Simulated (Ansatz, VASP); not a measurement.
TiAl in VASP and in Ansatz

Contents of INCAR:

```
SYSTEM = TiAl
  PREC = Accurate
  ENCUT = 600
  EDIFF = 1E-6
  ISMEAR = 0
  SIGMA = 0.1
  LREAL = .FALSE.
  LASPH = .TRUE.
  NELM = 100
  ALGO = Normal
  ISIF = 3
  LWAVE = .FALSE.
  LCHARG = .FALSE.
  GGA = PS
  IBRION = 2
  NSW = 100
  EDIFFG = -0.005
```

Contents of KPOINTS:

```
Automatic mesh
0
G
  14 14 14
  0 0 0
```

File POSCAR:

```
TiAl
1.0
    3.1790640000      0.0000000000      0.0000000000
    0.0000000000      3.1790640000      0.0000000000
    0.0000000000      0.0000000000      3.1790640000
Ti Al
1 1
Direct
    0.0000000000      0.0000000000      0.0000000000
    0.5000000000      0.5000000000      0.5000000000
```

Input for Ansatz:

```yaml
crystal:
  lattice:
    - [3.179064, 0.0, 0.0]
    - [0.0, 3.179064, 0.0]
    - [0.0, 0.0, 3.179064]
  atoms:
    - { symbol: Ti, position: [0.0, 0.0, 0.0] }
    - { symbol: Al, position: [0.5, 0.5, 0.5] }
basis:
  ecutwfc: 520.0
kpoints:
  mp_grid: { grid: [14, 14, 14] }
hamiltonian:
  xc: pbesol
scf:
  occupations: { method: gaussian, width: 0.1 }
output:
  forces: true
  stress: true
  eigenvalues: true
  write_density: true
  write_potential: true
  elf: true
  volumetric_format: npy
relax:
  adjacent_minimum: "off"
  f_tol: 0.005
  max_steps: 80
  cell: { stress_tol: 0.05 }
```

The cell comes from a database or a generator and needn't be the stable form of this composition.

Alike in both runs: task relaxation of cell and atoms; functional PBEsol; k mesh 14 × 14 × 14; occupations gaussian, width 0.1 eV; no spin polarisation.

|  | VASP | Ansatz |
| --- | --- | --- |
| version | VASP 6.6.1 | Ansatz 0.2.0 |
| potentials or method | VASP PAW PBE potentials, release 64 (Ti_sv, Al) | scalar-relativistic, plane waves, PAW |
| plane-wave cutoff (eV) | 600 | 520 |
| valence electrons in the cell | 15 | 15 |

|  | VASP | Ansatz | Ansatz less VASP |
| --- | --- | --- | --- |
| gap on the k mesh at the Fermi level, each at its own relaxed structure (eV) | none | none | - |
| relaxed volume (Å³/atom) | 15.73 | 15.72 | -0.004 |
| relaxed cell length with the largest relative difference (Å) | 3.157 | 3.156 | -0.0002 |
| energy change over the relaxation (meV/atom) | -3 | -3 | -0.1 |

A gap of «none» marks a metal or a gap that the smearing closes.

Caveats: the PAW data sets were made with another functional, which shifts forces and pressure a little (VASP).
